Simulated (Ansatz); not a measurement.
A 2-atom cell of NaCl started from a crystallographic database, relaxed with r2SCAN in the plane-wave code Ansatz. The symmetry is Fm-3m (No. 225, cubic); a = 5.605 Å in the conventional setting, 22.02 Å³ an atom. Na has 6 Cl at 2.80 Å; Cl has 6 Na at 2.80 Å.

The axes x, y and z are those of this cell:
```xyz
2
Lattice="0.0000 2.8027 2.8027 2.8027 0.0000 2.8027 2.8027 2.8027 0.0000" Properties=species:S:1:pos:R:3 pbc="T T T"
Na    0.0000    0.0000    0.0000
Cl    2.8027    2.8027    2.8027
```

Unstrained: The PBE gap is direct at Γ: 5.179 eV. The r2SCAN gap is direct at Γ: 5.975 eV. The HSE06 gap is direct at Γ: 6.559 eV. Meshes: PBE 8×8×8, r2SCAN 8×8×8, HSE06 6×6×6. Strains are changes of length per length. After each strain the atoms were relaxed again with r2SCAN within the symmetry that the strain leaves, so tilts or polar shifts that break it weren't tested; points keep the names that they have in the unstrained zone. No spin polarisation and no zero-point or thermal motion.

Problem. One strain changed the r2SCAN stress by xx -3.14, yy -3.14, zz -3.14 GPa (compression positive) and the gap by -0.596 eV (PBE), -0.636 eV (r2SCAN), -0.645 eV (HSE06). Which kind of strain was it, and roughly how large?

Solution. Isotropic +5.79 % on every length. The pattern of the stress gives the kind; the size needs the stiffness, so it is an estimate.

Problem. One strain changed the r2SCAN stress by xx -0.53, yy -0.53, zz -2.17 GPa (compression positive) and the gap by -0.208 eV (PBE), -0.223 eV (r2SCAN), -0.227 eV (HSE06). Which kind of strain was it, and roughly how large?

Solution. Uniaxial +5.09 % along z, other directions held. The pattern of the stress gives the kind; the size needs the stiffness, so it is an estimate.

The meshes of the hybrids are coarse, so their gaps aren't converged to the digits shown.
